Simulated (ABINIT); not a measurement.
Crystal: KF (Carobbiite).

```
K F
1.0
     0.00000    2.67185    2.67185
     2.67185    0.00000    2.67185
     2.67185    2.67185    0.00000
K F
1 1
Direct
  0.00000 0.00000 0.00000
  0.50000 0.50000 0.50000
```

Base run:

```yaml
Program: ABINIT 10.8.3 (patched build)
Functional: PBE
Potentials_or_basis: PseudoDojo NC SR PBE v0.4.1 standard
Cutoff: 952 eV
k_mesh: 6 × 6 × 6
Occupations: fixed
Spin: no spin polarisation
```

Its results: band gap on the k mesh 6.20 eV, direct.

**Question.** After a change of settings the same cell gave: band gap on the k mesh 6.04 eV, direct. Which change was it?
A. functional from PBE to HSE06
B. functional from PBE to PBE0
C. functional from PBE to PBEsol

**Answer.** C.
